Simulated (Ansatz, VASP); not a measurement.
## KCl: VASP beside Ansatz

```
K Cl
1.0
     0.00000    3.09298    3.15610
     3.09298    0.00000    3.15610
     3.09298    3.09298    0.00000
K Cl
1 1
Direct
  0.00000 0.00000 0.00000
  0.50000 0.50000 0.50000
```

Change from the starting cell: equal xx and yy strain of -2 %.

Alike in both runs: task single point; functional LDA; k mesh 7 × 7 × 7; occupations fermi-dirac, width 0.03 eV; no spin polarisation.

```csv
,VASP,Ansatz
version,VASP 6.6.1,Ansatz 0.2.0
potentials or method,"VASP PAW LDA potentials, release 64 (K_sv, Cl), cutoff 520 eV","all-electron LAPW, scalar-relativistic"
```

```csv
,VASP,Ansatz,Ansatz less VASP
gap on the k mesh at the Fermi level (eV),4.84,4.84,-0.004
pressure (GPa),-1.4,-1.5,-0.05
largest component of the traceless stress (GPa),0.46,0.44,-0.014
```

Ansatz ran all-electron here, so the differences hold the error of VASP's frozen core and of both bases.
